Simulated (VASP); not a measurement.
# Ho (Fm-3m) in VASP: settings compared, part 2 of 2

VASP 6.6.1. Earlier steps stand in the parts before.

### 4 Single point, PBE, collinear spin, ferromagnetic start

The input, run.py:

```python
from ase.calculators.vasp import Vasp
from ase.dft.bandgap import bandgap
from ase.spacegroup import crystal

atoms = crystal(
    ['Ho'],
    basis=[[0.0, 0.0, 0.0]],
    spacegroup=225,
    setting=1,
    cellpar=[4.98849069, 4.98849069, 4.98849069, 90.0, 90.0, 90.0],
    primitive_cell=True,
)
atoms.set_initial_magnetic_moments([4.0])
calc = Vasp(
    directory='calc',
    xc='pbe',
    pp='PBE',
    setups={'base': 'minimal', 'Ho': '_3'},
    prec='Accurate',
    encut=600,
    ediff=1e-06,
    ismear=0,
    sigma=0.1,
    lreal=False,
    lasph=True,
    nelm=150,
    algo='Fast',
    isif=2,
    lwave=False,
    lcharg=True,
    ispin=2,
    lorbit=11,
    lmaxmix=6,
    lelf=True,
    lvhar=True,
    kpts=[9, 9, 9],
    gamma=True,
    nbands=14,
)
atoms.calc = calc

print('energy (eV):', atoms.get_potential_energy())
print('free energy (eV):', atoms.get_potential_energy(force_consistent=True))
print('forces (eV/A):')
print(atoms.get_forces())
print('stress (eV/A^3, Voigt):', atoms.get_stress())
print('Fermi level (eV):', calc.get_fermi_level())
print('moment (muB):', atoms.get_magnetic_moment())
print('site moments (muB):', atoms.get_magnetic_moments())
gap, top, bottom = bandgap(calc)
print('band gap (eV):', gap, 'from (spin, k, band)', top, 'to', bottom)
```

Potentials or basis: VASP PAW PBE potentials, release 64 (Ho_3), 4f in core.

Command:

```
python run.py
```

Log:

```text
energy (eV): -4.49268216
free energy (eV): -4.49711754
forces (eV/A):
[[0. 0. 0.]]
stress (eV/A^3, Voigt): [ 0.00050148  0.00050148  0.00050148  0.         -0.          0.        ]
Fermi level (eV): 3.11511223
moment (muB): -5.93e-05
site moments (muB): [0.]
band gap (eV): 0.0 from (spin, k, band) (None, None, None) to (None, None, None)
```

OUTCAR:

```text
ENCUT = 600.000000
   EDIFF = 1.00e-06
   GGA = PE
   PREC = Accurate
   ISIF = 2
   ISMEAR = 0
   ISPIN = 2
   LORBIT = 11
   NELM = 150
   LASPH = .TRUE.
   LREAL = .FALSE.

 ion  position               nearest neighbor table
   1  0.000  0.000  0.000-

  LATTYP: Found a face centered cubic cell.
 ALAT       =     4.9884906900

  Lattice vectors:

 A1 = (   0.0000000000,   2.4942453450,   2.4942453450)
 A2 = (   2.4942453450,   0.0000000000,   2.4942453450)
 A3 = (   2.4942453450,   2.4942453450,   0.0000000000)

Analysis of symmetry for initial positions (statically):
=====================================================================
 Subroutine PRICEL returns:
 Original cell was already a primitive cell.

 Routine SETGRP: Setting up the symmetry group for a
 face centered cubic supercell.

 Subroutine GETGRP returns: Found 48 space group operations
[... 9 lines left out ...]

 Routine SETGRP: Setting up the symmetry group for a
 face centered cubic supercell.

 Subroutine GETGRP returns: Found 48 space group operations
[... 9 lines left out ...]

[... 1360 lines left out ...]
      7       6.0304      0.00000
      8       9.1564      0.00000
      9      10.2367      0.00000
     10      11.8790      0.00000
     11      11.9653      0.00000
     12      15.0086      0.00000
     13      19.4238      0.00000
     14      20.4144      0.00000

------------------------ aborting loop because EDIFF is reached ----------------------------------------

 total charge

# of ion       s       p       d       tot
------------------------------------------
    1        0.479   6.427   1.114   8.020

 magnetization (x)

# of ion       s       p       d       tot
------------------------------------------
    1        0.000  -0.000  -0.000   0.000

  FORCE on cell =-STRESS in cart. coord.  units (eV):
  Direction    XX          YY          ZZ          XY          YZ          ZX
  --------------------------------------------------------------------------------------
  -------------------------------------------------------------------------------------
  Total       -0.0155634     -0.0155634     -0.0155634      0.0000000     -0.0000000      0.0000000
  in kB       -0.8034667     -0.8034667     -0.8034667      0.0000000     -0.0000000      0.0000000
  external PRESSURE =      -0.8034667 kB  Pullay stress =       0.0000000 kB

 VOLUME and BASIS-vectors are now :
 -----------------------------------------------------------------------------
  energy-cutoff  :      600.00
  volume of cell :       31.03
      direct lattice vectors                 reciprocal lattice vectors
     0.000000000  2.494245345  2.494245345    -0.200461435  0.200461435  0.200461435
     2.494245345  0.000000000  2.494245345     0.200461435 -0.200461435  0.200461435
     2.494245345  2.494245345  0.000000000     0.200461435  0.200461435 -0.200461435

 POSITION                                       TOTAL-FORCE (eV/Angst)
 -----------------------------------------------------------------------------------
      0.00000      0.00000      0.00000         0.000000      0.000000      0.000000
 -----------------------------------------------------------------------------------
    total drift:                               -0.000000     -0.000000     -0.000000

  FREE ENERGIE OF THE ION-ELECTRON SYSTEM (eV)
  ---------------------------------------------------
  free  energy   TOTEN  =        -4.4971175440 eV

  energy  without entropy=       -4.4882467795  energy(sigma->0) =       -4.49268216

 total charge

# of ion       s       p       d       tot
------------------------------------------
    1        0.479   6.427   1.114   8.020

 magnetization (x)

# of ion       s       p       d       tot
------------------------------------------
    1        0.000  -0.000  -0.000   0.000
```

INCAR:

```text
ENCUT = 600.000000
SIGMA = 0.100000
EDIFF = 1.00e-06
ALGO = Fast
GGA = PE
PREC = Accurate
ISIF = 2
ISMEAR = 0
ISPIN = 2
LMAXMIX = 6
LORBIT = 11
NBANDS = 14
NELM = 150
LASPH = .TRUE.
LCHARG = .TRUE.
LELF = .TRUE.
LVHAR = .TRUE.
LWAVE = .FALSE.
LREAL = .FALSE.
MAGMOM = 1*4.0000
```

Wall time 31 s (1 thread of Intel Xeon 6975P-C (Granite Rapids), shared host); peak memory 0.18 GiB.

Results:

- Free energy: -4.4971 eV
- Pressure: -0.1 GPa
- Band gap on the k mesh: none (metal or under the smearing width)
- Net moment: 0.00 μB per cell
- Valence electrons inside the program's atomic spheres: Ho 8.02

Levels at points of the mesh, in eV from the Fermi level:
Spin up:
```tsv
k point	band 2	band 3	band 4	band 5	band 6	band 7
(0.00, 0.00, 0.00)	-23.72	-23.72	-5.41	1.89	1.89	1.89
```
Spin down:
```csv
k point,band 1,band 2,band 3,band 4,band 5,band 6,band 7,band 8
"(0.00, 0.00, 0.00)",-23.72,-23.72,-23.72,-5.41,1.89,1.89,1.89,4.22
```

Caveat: the magnetic or orbital state may not be the lowest; spin-orbit coupling is left out, which moves the levels of the heavy elements; the 4f electrons are frozen in the core as for a trivalent ion, so they carry no moment and show no levels.

### 5 Single point, RPBE, collinear spin, ferromagnetic start

The input, INCAR:

```
SYSTEM = Ho
PREC     = Accurate       ! precision mode
ENCUT    = 520            ! plane-wave cutoff, eV
EDIFF    = 1E-6           ! SCF threshold, eV
ISMEAR   = 0              ! smearing method
SIGMA    = 0.02           ! smearing width, eV
LREAL    = .False.        ! projectors in reciprocal space
LASPH    = .True.         ! aspherical terms in the spheres
NELM     = 100            ! most SCF steps
ALGO     = Fast           ! electronic algorithm
ISIF     = 2              ! what is computed and relaxed
LWAVE    = .False.        ! write WAVECAR
LCHARG   = .True.         ! write CHGCAR
ISPIN    = 2              ! spin polarisation
MAGMOM   = 4              ! initial moments
LORBIT   = 11             ! projections on sites
LMAXMIX  = 6              ! l up to which the mixer works
GGA      = RP             ! functional
LELF     = .True.         ! ELF
LVHAR    = .True.       
NBANDS   = 14             ! bands
```

The input, KPOINTS:

```
regular mesh
0
Gamma
  9 9 9
  0 0 0
```

The input, POSCAR:

```
Ho
1.0
    0.0000000000      2.4942453452      2.4942453452
    2.4942453452      0.0000000000      2.4942453452
    2.4942453452      2.4942453452      0.0000000000
Ho
1
Cartesian
    0.0000000000      0.0000000000      0.0000000000
```

Command:

```
cat potpaw_PBE.64/Ho_3/POTCAR > POTCAR
mpirun -np 1 vasp_std > vasp.out
```

Run time: 30 s. Hardware: 1 thread of Intel Xeon Platinum 8488C (Sapphire Rapids), shared host; peak memory 0.18 GiB.

The run converged. Its results:

```
Free energy                                           : -4.1469 eV
Pressure                                              : 1.8 GPa
Band gap on the k mesh                                : none (metal or under the smearing width)
Net moment                                            : 0.03 μB per cell
Site moments                                          : Ho +0.02 μB
Valence electrons inside the program's atomic spheres : Ho 8.02
```

Levels at points of the mesh, in eV from the Fermi level:
Spin up:
| k point | band 2 | band 3 | band 4 | band 5 | band 6 | band 7 |
| --- | --- | --- | --- | --- | --- | --- |
| (0.00, 0.00, 0.00) | -23.77 | -23.77 | -5.42 | 1.91 | 1.91 | 1.91 |
Spin down:
| k point | band 1 | band 2 | band 3 | band 4 | band 5 | band 6 | band 7 | band 8 |
| --- | --- | --- | --- | --- | --- | --- | --- | --- |
| (0.00, 0.00, 0.00) | -23.77 | -23.77 | -23.77 | -5.38 | 1.93 | 1.93 | 1.93 | 4.26 |

Caveat: the magnetic or orbital state may not be the lowest; the PAW data sets were made with another functional, which shifts forces and pressure a little; spin-orbit coupling is left out, which moves the levels of the heavy elements; the 4f electrons are frozen in the core as for a trivalent ion, so they carry no moment and show no levels.

### 6 Single point, RPBE, collinear spin, ferromagnetic start

The input, run.py:

```python
from ase import Atoms
from ase.calculators.vasp import Vasp
from ase.dft.bandgap import bandgap

atoms = Atoms(
    ['Ho'],
    cell=[[0.0, 2.4942453452, 2.4942453452], [2.4942453452, 0.0, 2.4942453452], [2.4942453452, 2.4942453452, 0.0]],
    scaled_positions=[[0.0, 0.0, 0.0]],
    pbc=True,
)
atoms.set_initial_magnetic_moments([4.0])
calc = Vasp(
    directory='calc',
    xc='rpbe',
    pp='PBE',
    setups='materialsproject',
    prec='Accurate',
    encut=520,
    ediff=1e-07,
    ismear=0,
    sigma=0.02,
    lreal=False,
    lasph=True,
    nelm=120,
    algo='Normal',
    isif=2,
    lwave=False,
    lcharg=True,
    ispin=2,
    lorbit=11,
    lmaxmix=6,
    lelf=True,
    lvhar=True,
    kpts=[9, 9, 9],
    gamma=True,
)
atoms.calc = calc

print('energy (eV):', atoms.get_potential_energy())
print('free energy (eV):', atoms.get_potential_energy(force_consistent=True))
print('forces (eV/A):')
print(atoms.get_forces())
print('stress (eV/A^3, Voigt):', atoms.get_stress())
print('Fermi level (eV):', calc.get_fermi_level())
print('moment (muB):', atoms.get_magnetic_moment())
print('site moments (muB):', atoms.get_magnetic_moments())
gap, top, bottom = bandgap(calc)
print('band gap (eV):', gap, 'from (spin, k, band)', top, 'to', bottom)
```

Potentials or basis: VASP PAW PBE potentials, release 64 (Ho_3), 4f in core.

Command:

```
python run.py
```

It took 29 s on 1 thread of Intel Xeon Platinum 8488C (Sapphire Rapids), shared host; peak memory 0.18 GiB.

The run converged. Its results:

```
Free energy                                           : -4.1469 eV
Pressure                                              : 1.8 GPa
Band gap on the k mesh                                : none (metal or under the smearing width)
Net moment                                            : 0.03 μB per cell
Site moments                                          : Ho +0.02 μB
Valence electrons inside the program's atomic spheres : Ho 8.02
```

Levels at points of the mesh, in eV from the Fermi level:
Spin up:
```tsv
k point	band 2	band 3	band 4	band 5	band 6	band 7
(0.00, 0.00, 0.00)	-23.77	-23.77	-5.42	1.91	1.91	1.91
```
Spin down:
```
           k point  band 1  band 2  band 3  band 4  band 5  band 6  band 7  band 8
(0.00, 0.00, 0.00)  -23.77  -23.77  -23.77   -5.38    1.93    1.93    1.93    4.26
```

Caveat: the magnetic or orbital state may not be the lowest; the PAW data sets were made with another functional, which shifts forces and pressure a little; spin-orbit coupling is left out, which moves the levels of the heavy elements; the 4f electrons are frozen in the core as for a trivalent ion, so they carry no moment and show no levels.

### 7 Summary

```csv
level,potentials or basis,cutoff (eV),smearing,gap on the mesh (eV),pressure (GPa),moment (μB)
PBE,"VASP PAW PBE potentials, release 64 (Ho)",500,gaussian 0.1 eV,none,2.7,3.62
PBE,"VASP PAW PBE potentials, release 64 (Ho_3), 4f in core",600,gaussian 0.1 eV,none,-0.1,0.00
RPBE,"VASP PAW PBE potentials, release 64 (Ho_3), 4f in core",520,gaussian 0.02 eV,none,1.8,0.03
```

Alike in all rows: task single point; spin collinear, ferromagnetic start; cell as given; k mesh 9 × 9 × 9.

Caveats: the magnetic or orbital state may not be the lowest; spin-orbit coupling is left out, which moves the levels of the heavy elements; the 4f electrons are frozen in the core as for a trivalent ion, so they carry no moment and show no levels (some runs); the PAW data sets were made with another functional, which shifts forces and pressure a little (some runs).

Absolute energies hang on the potentials; compare differences alone.
